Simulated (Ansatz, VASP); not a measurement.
## One calculation of HfB, two programs

The input INCAR:

```
PREC = Accurate ; ENCUT = 520
EDIFF = 1E-6 ; ISMEAR = 0
SIGMA = 0.1 ; LREAL = F
LASPH = T ; NELM = 100
ALGO = Normal ; ISIF = 2
LWAVE = F ; LCHARG = F
GGA = PS ; NBANDS = 14
```

File KPOINTS:

```
Automatic mesh
0
Gamma
  16 16 16
```

Contents of POSCAR:

```
HfB
1.0
    0.0000000000      2.3697647618      2.3697647618
    2.3697647618      0.0000000000      2.3697647618
    2.3697647618      2.3697647618      0.0000000000
Hf B
1 1
Direct
    0.5000000000      0.5000000000      0.5000000000
    0.0000000000      0.0000000000      0.0000000000
```

Input for Ansatz:

```yaml
crystal:
  lattice:
    - [0.0, 2.369764751, 2.369764751]
    - [2.369764751, 0.0, 2.369764751]
    - [2.369764751, 2.369764751, 0.0]
  atoms:
    - { symbol: Hf, position: [0.5, 0.5, 0.5] }
    - { symbol: B, position: [0.0, 0.0, 0.0] }
basis:
  ecutwfc: 420
kpoints:
  mp_grid: { grid: [16, 16, 16] }
hamiltonian:
  xc: pbesol
scf:
  occupations: { method: gaussian, width: 0.1 }
output:
  forces: true
  stress: true
  eigenvalues: true
```

Alike in both runs: task single point; functional PBEsol; k mesh 16 × 16 × 16; occupations gaussian, width 0.1 eV; no spin polarisation.

|  | VASP | Ansatz |
| --- | --- | --- |
| version | VASP 6.6.1 | Ansatz 0.2.0 |
| potentials or method | VASP PAW PBE potentials, release 64 (Hf_pv, B) | scalar-relativistic, plane waves, PAW |
| plane-wave cutoff (eV) | 520 | 420 |
| valence electrons in the cell | 13 | 29 |

|  | VASP | Ansatz | Ansatz less VASP |
| --- | --- | --- | --- |
| gap on the k mesh at the Fermi level (eV) | none | none | - |
| pressure (GPa) | 6.3 | 5.7 | -0.52 |

A gap of «none» marks a metal or a gap that the smearing closes. The two sets of potentials don't hold the same shells in valence.

Caveats: the PAW data sets were made with another functional, which shifts forces and pressure a little (VASP). The runs have no spin-orbit coupling, so splittings on Hf are missing.
